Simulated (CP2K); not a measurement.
## AlNi3 under changes of volume

One of the cells (10.998 Å³/atom); the others are scaled copies at fixed shape and fractional positions:

```
Ni Al
1.0
     3.96247    0.00000    0.00000
     1.98123    3.43160    0.00000
     1.98123    1.14387    3.23534
Ni Al
3 1
Direct
  0.75000 0.75000 0.75000
  0.00000 0.00000 0.00000
  0.25000 0.25000 0.25000
  0.50000 0.50000 0.50000
```

The cell comes from a database or a generator and needn't be the stable form of this composition.

```yaml
Program: CP2K 2026.2
Functional: PBEsol
Potentials_or_basis: GTH_POTENTIALS Ni GTH-PBE-q18; POTENTIAL_UZH Al GTH-PBE-q3; TZVP-MOLOPT-SR-GTH, TZVP-MOLOPT-PBE-GTH basis
Density_cutoff: 8163 eV
k_mesh: 8 × 8 × 8
Occupations: fermi-dirac, width 0.05 eV
Spin: collinear spin, ferromagnetic start
Starting_moments: "[1.0, 1.0, 1.0, 0.0] μB"
```

```csv
volume (Å³/atom),energy over the lowest point (meV/atom),pressure (GPa)
10.338,28.40,14.5
10.558,?,?
10.778,3.06,4.5
10.998,0.00,0.2
11.218,2.46,-3.6
11.438,9.85,-7.0
11.658,21.67,-10.0
```

Task: What does the run at 10.558 Å³/atom give?

Result: Energy over the lowest point 12.29 meV/atom; pressure 9.2 GPa.

Worked out: A Birch-Murnaghan fit of order 3 (a polynomial in V^(-2/3)) to the other rows has its minimum at 11.01 Å³/atom with B0 = V·E''(V) = 200 GPa and B' = 4.5. It gives 12.28 meV/atom at 10.558 Å³/atom, against the run's 12.29, and -dE/dV = 9.1 GPa, against 9.2.

Energies are extrapolated to zero smearing.

Caveats: the potentials were made for another functional, which shifts forces and pressure; the basis of atomic orbitals isn't converged, which shifts pressures, moduli and gaps; the total moment is fixed, so each spin has its own Fermi level.
